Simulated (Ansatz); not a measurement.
Input and command of a calculation in Ansatz (plane waves; scalar-relativistic PAW potentials unless the input names others):

```yaml
crystal:
  lattice:
    - [6.6562955611, 0.0, 0.0]
    - [0.0, -6.6562955611, 0.0]
    - [0.0, 0.0, -6.6562955611]
  atoms:
    - { symbol: Sn, position: [0.5, 0.0, 0.0] }
    - { symbol: Sn, position: [0.0, 0.5, 0.0] }
    - { symbol: Sn, position: [0.0, 0.0, 0.5] }
    - { symbol: Sn, position: [0.5, 0.5, 0.5] }
    - { symbol: Sn, position: [0.75, 0.75, 0.75] }
    - { symbol: Sn, position: [0.25, 0.25, 0.75] }
    - { symbol: Sn, position: [0.25, 0.75, 0.25] }
    - { symbol: Sn, position: [0.75, 0.25, 0.25] }
basis:
  ecutwfc: 420
kpoints:
  mp_grid: { grid: [10, 10, 10] }
hamiltonian:
  xc: pbe
scf:
  occupations: { method: gaussian, width: 0.15 }
  mixing: { preconditioner: resta }
output:
  forces: true
  eigenvalues: true
  stress: true
```

```bash
ansatz run input.yaml --threads 2 --pin off --max-ram 5120MiB --backend cpu --events-out ev --progress --plain --runs-dir out
```

Abridged log:
```
Basis set: ecut = 420 eV, 5743 PW (Γ), exchange–correlation on 90×90×90 points (8 copies of the dense FFT grid, shifted against one another)
Bands: 68, of which v1, the nominal top of the filled ones, is band 56 counted from 1 (55 counted from 0)
Symmetry: 192 space group operations
k-points: 56 of 1000
SCF iter   1: F=—  HF=-48193.704807 eV  |F-HF|=—  |Δ(HF+E_count)|=         —  Δρ=7.71e-4  dr2=4.09e-3  ethr=1.77e-3  ⟨swp⟩=6.5  Hψ=16223  notcnv=0
SCF iter   2: F=—  HF=-48193.703456 eV  |F-HF|=—  |Δ(HF+E_count)|=   1.35e-3  Δρ=3.36e-4  dr2=7.16e-4  ethr=3.66e-6  ⟨swp⟩=2.0  Hψ=7569  notcnv=0  defer=2
SCF iter   3: F=—  HF=-48193.704382 eV  |F-HF|=—  |Δ(HF+E_count)|=   9.26e-4  Δρ=6.31e-5  dr2=1.09e-5  ethr=6.40e-7  ⟨swp⟩=2.0  Hψ=4457  notcnv=0  defer=2
SCF iter   4: F=—  HF=-48193.704414 eV  |F-HF|=—  |Δ(HF+E_count)|=   3.18e-5  Δρ=2.94e-5  dr2=2.27e-6  ethr=9.72e-9  ⟨swp⟩=2.1  Hψ=6704  notcnv=0  defer=2
SCF iter   5: F=-48193.704415 eV  HF=-48193.704414 eV  |F-HF|=2.80e-7  |Δ(HF+E_count)|=   2.55e-7  Δρ=4.68e-6  dr2=6.95e-8  ethr=2.03e-9  ⟨swp⟩=2.0  Hψ=6691  notcnv=0  defer=2
SCF iter   6: F=-48193.704415 eV  HF=-48193.704415 eV  |F-HF|=2.87e-9  |Δ(HF+E_count)|=   3.41e-7  Δρ=1.91e-6  dr2=7.53e-9  ethr=6.21e-11  ⟨swp⟩=9.0  Hψ=16031  notcnv=0
SCF 1 converged in 6 iterations: F = -48193.704415 eV  dr2 = 7.53e-9
SCF converged after 6 iterations
Free energy (F): -48193.704415 eV
Harris-Foulkes:  -48193.704415 eV  (|F-HF|=2.87e-9)
Internal energy: -48193.697891 eV  (E = F + TS)
E sigma→0 (E₀):  -48193.701153 eV
Entropy (-TS):   -0.006524 eV (-0.815 meV/atom)
Fermi energy:    6.918391 eV
--- Forces (eV/Å), atoms counted from 1 ---
  atom   1  Sn     0.00000000     0.00000000     0.00000000
  atom   2  Sn     0.00000000     0.00000000     0.00000000
  atom   3  Sn     0.00000000     0.00000000     0.00000000
  atom   4  Sn     0.00000000     0.00000000     0.00000000
  atom   5  Sn     0.00000000     0.00000000     0.00000000
  atom   6  Sn     0.00000000     0.00000000     0.00000000
  atom   7  Sn     0.00000000     0.00000000     0.00000000
  atom   8  Sn     0.00000000     0.00000000     0.00000000
--- Stress (GPa, compression-positive) ---
       -0.031497       0.000000       0.000000
        0.000000      -0.031497       0.000000
        0.000000       0.000000      -0.031497
  P = ⅓ Tr σ = -0.0315 GPa (-0.315 kbar)
```

Apart from outputs and empty bands, the input differs from a reference run on usual settings in scf.mixing.preconditioner: not typed → "resta". The reference, at the same geometry, gave pressure -0.03 GPa, largest force 0.000 eV/Å, no gap on the mesh. This run converged in 6 SCF iterations (reference: 7) with an energy at zero smearing within 0.01 meV/atom of the reference's, pressure -0.03 GPa, largest force 0.000 eV/Å, no gap on the mesh.

It took 51 s on 2 threads of Intel(R) Xeon(R) Processor @ 2.50GHz (Skylake/Cascade Lake) (shared host), peak memory 1 GiB.